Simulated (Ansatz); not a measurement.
## LiH (zincblende): gap against strain (uniaxial along [111], other directions held)

Zincblende LiH, relaxed with r2SCAN in the plane-wave code Ansatz, then strained (uniaxial along [111], other directions held; changes of length per length, axes as in the cell below) with the atoms relaxed again within the symmetry that is left. The symmetry is F-43m (No. 216, cubic); conventional cell a = 4.290 Å, 9.87 Å³ an atom. Li has 4 H at 1.86 Å; H has 4 Li at 1.86 Å. All values are calculated for a non-magnetic cell, which may be hypothetical.

```xyz
2
Lattice="0.0000 2.1451 2.1451 2.1451 0.0000 2.1451 2.1451 2.1451 0.0000" Properties=species:S:1:pos:R:3 pbc="T T T"
Li    0.0000    0.0000    0.0000
H     1.0726    1.0726    1.0726
```

Gaps are the least over each mesh (PBE 10×10×10, r2SCAN 10×10×10, HSE06 8×8×8 when unstrained) and the special points, which keep their unstrained names; stress is the change from the unstrained cell, compression positive.

| strain (%) | gap, PBE (eV) | gap, r2SCAN (eV) | gap, HSE06 (eV) | edges, HSE06 | stress along the strain, r2SCAN (GPa) | energy rise, r2SCAN (meV/atom) |
| --- | --- | --- | --- | --- | --- | --- |
| -4.88 | 4.215 | 4.743 | 5.275 | W → L | +3.31 | 5.1 |
| -4.0 | 4.199 | 4.725 | 5.256 | (0.266, -1/2, -0.266) → L | +2.71 | 3.4 |
| -0.5 | 4.196 | 4.720 | 5.247 | W → L | +0.35 | 0.1 |
| 0.0 | 4.196 | 4.719 | 5.245 | W → L | 0.00 | 0.0 |

Where an edge lies off the special points, it is a point of the mesh or the k point where a search put PBE's edge or least direct gap, reused for the other functionals, whose own edges may lie a little apart.

Coordinates of k points refer to the reciprocal vectors of the primitive cell of the runs.

The meshes of the hybrids are coarse, so their gaps aren't converged to the digits shown.
